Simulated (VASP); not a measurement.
# GaP (F-43m) in VASP: settings compared, part 2 of 2

VASP 6.6.1. Earlier steps stand in the parts before.

## Step 3: Band structure, r2SCAN

INCAR reads:

```
PREC     = Accurate       # precision mode
ENCUT    = 520            # plane-wave cutoff, eV
EDIFF    = 1E-7           # SCF threshold, eV
ISMEAR   = 0              # smearing method
SIGMA    = 0.02           # smearing width, eV
LREAL    = F              # projectors in reciprocal space
LASPH    = T              # aspherical terms in the spheres
NELM     = 100            # most SCF steps
ALGO     = Normal         # electronic algorithm
ISIF     = 2              # what is computed and relaxed
LWAVE    = F              # write WAVECAR
LCHARG   = F              # write CHGCAR
METAGGA  = R2SCAN         # meta-GGA
LMIXTAU  = T            
NBANDS   = 16             # bands
```

KPOINTS reads:

```
regular mesh
0
Gamma
  8 8 8
```

POSCAR reads:

```
GaP
1.0
    0.0000000000      2.7183900000      2.7183900000
    2.7183900000      0.0000000000      2.7183900000
    2.7183900000      2.7183900000      0.0000000000
Ga P
1 1
Direct
    0.0000000000      0.0000000000      0.0000000000
    0.7500000000      0.7500000000      0.7500000000
```

KPOINTS_OPT reads:

```
path GXWKGLUWLK,UX
20
line-mode
reciprocal
 0.0000000000  0.0000000000  0.0000000000  G
 0.5000000000  0.0000000000  0.5000000000  X

 0.5000000000  0.0000000000  0.5000000000  X
 0.5000000000  0.2500000000  0.7500000000  W

 0.5000000000  0.2500000000  0.7500000000  W
 0.3750000000  0.3750000000  0.7500000000  K

 0.3750000000  0.3750000000  0.7500000000  K
 0.0000000000  0.0000000000  0.0000000000  G

 0.0000000000  0.0000000000  0.0000000000  G
 0.5000000000  0.5000000000  0.5000000000  L

 0.5000000000  0.5000000000  0.5000000000  L
 0.6250000000  0.2500000000  0.6250000000  U

 0.6250000000  0.2500000000  0.6250000000  U
 0.5000000000  0.2500000000  0.7500000000  W

 0.5000000000  0.2500000000  0.7500000000  W
 0.5000000000  0.5000000000  0.5000000000  L

 0.5000000000  0.5000000000  0.5000000000  L
 0.3750000000  0.3750000000  0.7500000000  K

 0.6250000000  0.2500000000  0.6250000000  U
 0.5000000000  0.0000000000  0.5000000000  X
```

Potentials or basis: VASP PAW PBE potentials, release 64 (Ga_d, P).

Started as:

```console
cat potpaw_PBE.64/Ga_d/POTCAR potpaw_PBE.64/P/POTCAR > POTCAR
mpirun -np 1 vasp_std > vasp.out
```

Wall time 3.1 min (1 thread of Intel Xeon 6975P-C (Granite Rapids), shared host); peak memory 0.18 GiB.

It converged, with:

```
Free energy             : -21.4625 eV
Pressure                : 0.7 GPa
Band gap on the k mesh  : 1.89 eV, indirect (least direct gap 2.41 eV)
Band gap along the path : 1.84 eV, indirect (least direct gap 2.41 eV)
```

Levels at the corners of the path, in eV from the valence-band top:
| point | band 6 | band 7 | band 8 | band 9 | band 10 | band 11 | band 12 | band 13 |
| --- | --- | --- | --- | --- | --- | --- | --- | --- |
| Γ | -13.08 | 0.00 | 0.00 | 0.00 | 2.41 | 4.19 | 4.19 | 4.19 |
| X | -9.95 | -6.99 | -2.83 | -2.83 | 1.90 | 2.10 | 11.41 | 11.41 |
| X | -9.95 | -6.99 | -2.83 | -2.83 | 1.90 | 2.10 | 11.41 | 11.41 |
| W | -9.85 | -6.77 | -3.74 | -3.57 | 5.04 | 5.34 | 6.57 | 6.61 |
| W | -9.85 | -6.77 | -3.74 | -3.57 | 5.04 | 5.34 | 6.57 | 6.61 |
| K | -9.98 | -6.77 | -4.11 | -2.37 | 2.47 | 5.21 | 8.82 | 8.87 |
| K | -9.98 | -6.77 | -4.11 | -2.37 | 2.47 | 5.21 | 8.82 | 8.87 |
| Γ | -13.08 | 0.00 | 0.00 | 0.00 | 2.41 | 4.19 | 4.19 | 4.19 |
| Γ | -13.08 | 0.00 | 0.00 | 0.00 | 2.41 | 4.19 | 4.19 | 4.19 |
| L | -10.89 | -6.89 | -1.18 | -1.18 | 2.06 | 5.05 | 5.05 | 8.85 |
| L | -10.89 | -6.89 | -1.18 | -1.18 | 2.06 | 5.05 | 5.05 | 8.85 |
| U | -9.98 | -6.77 | -4.11 | -2.37 | 2.47 | 5.21 | 8.82 | 8.87 |
| U | -9.98 | -6.77 | -4.11 | -2.37 | 2.47 | 5.21 | 8.82 | 8.87 |
| W | -9.85 | -6.77 | -3.74 | -3.57 | 5.04 | 5.34 | 6.57 | 6.61 |
| W | -9.85 | -6.77 | -3.74 | -3.57 | 5.04 | 5.34 | 6.57 | 6.61 |
| L | -10.89 | -6.89 | -1.18 | -1.18 | 2.06 | 5.05 | 5.05 | 8.85 |
| L | -10.89 | -6.89 | -1.18 | -1.18 | 2.06 | 5.05 | 5.05 | 8.85 |
| K | -9.98 | -6.77 | -4.11 | -2.37 | 2.47 | 5.21 | 8.82 | 8.87 |
| U | -9.98 | -6.77 | -4.11 | -2.37 | 2.47 | 5.21 | 8.82 | 8.87 |
| X | -9.95 | -6.99 | -2.83 | -2.83 | 1.90 | 2.10 | 11.41 | 11.41 |

Caveat: the PAW data sets were made with another functional, which shifts forces and pressure a little.

## Step 4: Band structure, TB-mBJ

POSCAR is that of step 3.

INCAR.step1 reads:

```
PREC     = Accurate       # precision mode
ENCUT    = 520            # plane-wave cutoff, eV
EDIFF    = 1E-5           # SCF threshold, eV
ISMEAR   = 0              # smearing method
SIGMA    = 0.02           # smearing width, eV
LREAL    = F              # projectors in reciprocal space
LASPH    = T              # aspherical terms in the spheres
NELM     = 100            # most SCF steps
ALGO     = Normal         # electronic algorithm
ISIF     = 2              # what is computed and relaxed
LWAVE    = T              # write WAVECAR
LCHARG   = F              # write CHGCAR
NBANDS   = 16             # bands
GGA      = PE             # functional
```

INCAR.step2 reads:

```
PREC     = Accurate       # precision mode
ENCUT    = 520            # plane-wave cutoff, eV
EDIFF    = 1E-7           # SCF threshold, eV
ISMEAR   = 0              # smearing method
SIGMA    = 0.02           # smearing width, eV
LREAL    = F              # projectors in reciprocal space
LASPH    = T              # aspherical terms in the spheres
NELM     = 100            # most SCF steps
ALGO     = Normal         # electronic algorithm
ISIF     = 2              # what is computed and relaxed
LWAVE    = F              # write WAVECAR
LCHARG   = F              # write CHGCAR
METAGGA  = MBJ            # meta-GGA
NBANDS   = 16             # bands
ISTART   = 1
```

KPOINTS is that of step 3.

KPOINTS_OPT is that of step 3.

Started as:

```console
cat potpaw_PBE.64/Ga_d/POTCAR potpaw_PBE.64/P/POTCAR > POTCAR
cp INCAR.step1 INCAR
mpirun -np 1 vasp_std > vasp.out
cp INCAR.step2 INCAR
mpirun -np 1 vasp_std > vasp.out
```

Wall time 75 s (1 thread of Intel Xeon 6975P-C (Granite Rapids), shared host); peak memory 0.2 GiB.

Results (log left out):

```
Band gap on the k mesh  : 2.41 eV, indirect (least direct gap 3.01 eV)
Band gap along the path : 2.37 eV, indirect (least direct gap 3.01 eV)
```

Levels at the corners of the path, in eV from the valence-band top:
```tsv
point	band 7	band 8	band 9	band 10	band 11	band 12
Γ	0.00	0.00	0.00	3.01	4.61	4.61
X	-6.38	-2.55	-2.55	2.41	2.64	11.75
X	-6.38	-2.55	-2.55	2.41	2.64	11.75
W	-6.17	-3.36	-3.19	5.29	5.70	6.83
W	-6.17	-3.36	-3.19	5.29	5.70	6.83
K	-6.18	-3.70	-2.14	2.97	5.52	9.02
K	-6.18	-3.70	-2.14	2.97	5.52	9.02
Γ	0.00	0.00	0.00	3.01	4.61	4.61
Γ	0.00	0.00	0.00	3.01	4.61	4.61
L	-6.29	-1.06	-1.06	2.61	5.40	5.40
L	-6.29	-1.06	-1.06	2.61	5.40	5.40
U	-6.18	-3.70	-2.14	2.97	5.52	9.02
U	-6.18	-3.70	-2.14	2.97	5.52	9.02
W	-6.17	-3.36	-3.19	5.29	5.70	6.83
W	-6.17	-3.36	-3.19	5.29	5.70	6.83
L	-6.29	-1.06	-1.06	2.61	5.40	5.40
L	-6.29	-1.06	-1.06	2.61	5.40	5.40
K	-6.18	-3.70	-2.14	2.97	5.52	9.02
U	-6.18	-3.70	-2.14	2.97	5.52	9.02
X	-6.38	-2.55	-2.55	2.41	2.64	11.75
```

Caveat: the PAW data sets were made with another functional, which shifts forces and pressure a little.

## Step 5: Overview

| level | gap on the mesh (eV) | pressure (GPa) |
| --- | --- | --- |
| PBEsol | 1.50 | 0.1 |
| r2SCAN | 1.89 | 0.7 |
| TB-mBJ | 2.41 | - |

Alike in all rows: task band structure; potentials or basis VASP PAW PBE potentials, release 64 (Ga_d, P); no spin polarisation; cell as given; k mesh 8 × 8 × 8; cutoff (eV) 520; smearing gaussian 0.02 eV.

On the cell as given the gap runs from 1.45 eV (PBEsol) to 2.37 eV (TB-mBJ).

Caveats: the PAW data sets were made with another functional, which shifts forces and pressure a little.

Total energies depend on the potentials used, so only differences within one code and one set of settings carry meaning.

## Step 6: Comparison with measurements

Step 2. Against the measured gap of GaP, 2.34 eV (indirect; 10 K; quoted in “Stacking defects in GaP nanowires: Electronic structure and optical properties”, 2018, arxiv:1810.01194), the calculated 1.45 eV is off by -0.89 eV. Spin-orbit coupling on Ga is left out. The value is that of PBEsol, without temperature or zero-point motion. Semilocal functionals fall short of measured gaps as a rule. The cell is a database's relaxed one, not the measured one, which moves gaps too.

Step 3. Measured gap of GaP: 2.34 eV (indirect; 10 K; quoted in “Stacking defects in GaP nanowires: Electronic structure and optical properties”, 2018, arxiv:1810.01194). This calculation gives 1.84 eV (-0.50 eV). Spin-orbit coupling on Ga is left out. The value is that of r2SCAN, without temperature or zero-point motion. The cell is a database's relaxed one, not the measured one, which moves gaps too.

Step 4. Measured gap of GaP: 2.34 eV (indirect; 10 K; quoted in “Stacking defects in GaP nanowires: Electronic structure and optical properties”, 2018, arxiv:1810.01194). This calculation gives 2.37 eV (+0.03 eV). Spin-orbit coupling on Ga is left out. The value is that of TB-mBJ, without temperature or zero-point motion. The cell is a database's relaxed one, not the measured one, which moves gaps too.
